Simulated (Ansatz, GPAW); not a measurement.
Given: the input of a run of Ansatz 0.2.0 on BP. 

input.yaml

```yaml
crystal:
  lattice:
    - [0.0, 2.269, 2.269]
    - [2.269, 0.0, 2.269]
    - [2.269, 2.269, 0.0]
  atoms:
    - { symbol: P, position: [0.75, 0.75, 0.75] }
    - { symbol: B, position: [0.0, 0.0, 0.0] }
kpoints:
  mp_grid: { grid: [10, 10, 10] }
scf:
  occupations: { method: gaussian, width: 0.03 }
hamiltonian:
  xc: pbe
  pseudopotentials: { kind: all_electron, lapw: { basis_error: 0.001 } }
output:
  forces: true
  stress: true
  eigenvalues: true
```

Potentials or basis: all-electron LAPW, scalar-relativistic.

Run with:

```bash
$ ansatz run input.yaml --threads 1 --pin off --max-ram 3072MiB --backend cpu --events-out ev --progress --plain --runs-dir out
```

Question: Translate it to GPAW 26.7.0 (ASE script). Potentials or basis there: GPAW PAW data sets (gpaw-data 1.2.1), cutoff 800 eV.

Answer: As run (cutoffs and basis follow the program's own potentials, and thresholds, step limits or extra output files can differ):

The input run.py:

```python
from ase.dft.bandgap import bandgap
from ase.io import read, write
from ase.units import Bohr, GPa
from gpaw import GPAW, PW
from gpaw.elf import elf_from_dft_calculation

atoms = read('BP.xyz')

calc = GPAW(mode=PW(800),
            xc='PBE',
            kpts={'size': (10, 10, 10), 'gamma': True},
            occupations={'name': 'methfessel-paxton', 'order': 0, 'width': 0.03},
            nbands=11,
            convergence={'density': 1e-05, 'energy': 1e-05},
            maxiter=150,
            txt='gpaw.txt')
atoms.calc = calc
energy = atoms.get_potential_energy()
forces = atoms.get_forces()
stress = atoms.get_stress()
calc.write('gs.gpw')
write('result.traj', atoms)
print(f'Energy: {energy:.6f} eV')
print('Forces (eV/A):')
print(forces.round(4))
print('Stress (GPa):', (stress / GPa).round(3))
print('Fermi level:', round(calc.get_fermi_level(), 4), 'eV')
print(f'Gap: {bandgap(calc)[0]:.4f} eV, direct: {bandgap(calc, direct=True)[0]:.4f} eV')

# fields on the real-space grid
write('density.cube', atoms, data=calc.get_pseudo_density() * Bohr**3)
write('potential.cube', atoms, data=calc.get_electrostatic_potential())
write('elf.cube', atoms, data=elf_from_dft_calculation(calc).data)
```

The input BP.xyz:

```xyz
2
Lattice="0.0000000000 2.2690000000 2.2690000000 2.2690000000 0.0000000000 2.2690000000 2.2690000000 2.2690000000 0.0000000000" Properties=species:S:1:pos:R:3 pbc="T T T"
P      3.4035000000      3.4035000000      3.4035000000
B      0.0000000000      0.0000000000      0.0000000000
```

Potentials or basis: GPAW PAW data sets (gpaw-data 1.2.1), pw.

Launch:

```sh
$ OMP_NUM_THREADS=1 python run.py
```

Both were run:

|  | Ansatz | GPAW |
| --- | --- | --- |
| Pressure | 1.1 GPa | 1.4 GPa |

Where Ansatz's input types no cutoff or centring, it takes its own default and a Γ-centred mesh.

Pressure is positive in compression.
